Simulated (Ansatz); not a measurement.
Input and command of a calculation in Ansatz (plane waves; scalar-relativistic PAW potentials unless the input names others):

```yaml
crystal:
  lattice:
    - [4.0082194746, 0.0, 0.0]
    - [0.0, 2.8732814721, 2.8859183788]
    - [0.0, -2.8732814721, 2.8859183788]
  atoms:
    - { symbol: Ba, position: [0.0, -0.0438993375, -0.0438993375] }
    - { symbol: Ti, position: [0.5, 0.5197092871, 0.5197092871] }
    - { symbol: O, position: [0.0, 0.491626839, 0.491626839] }
    - { symbol: O, position: [0.5, 0.4938075372, 0.9829991522] }
    - { symbol: O, position: [0.5, 0.9829991522, 0.4938075372] }
basis:
  ecutwfc: 420
kpoints:
  mp_grid: { grid: [6, 6, 6], kspacing: 0.3 }
hamiltonian:
  xc: pbe
  hubbard: { sites: [{ species: Ti, l: d, u_eff: 4.0 }] }
scf:
  occupations: { method: gaussian, width: 0.05 }
  max_iter: 60
output:
  forces: true
  eigenvalues: true
  stress: true
```

```bash
ansatz run input.yaml --threads 1 --pin off --max-ram 2560MiB --backend cpu --events-out ev --progress --plain --runs-dir out
```

**Question.** Will this input run?

**Answer.** The program refuses it, because of a mesh typed together with a spacing (kpoints.mp_grid.kspacing: not typed → 0.3). Without that key it is accepted.

Abridged log:
```
Error: invalid value for `kpoints.mp_grid.kspacing`: mutually exclusive with `grid` — set one or the other
```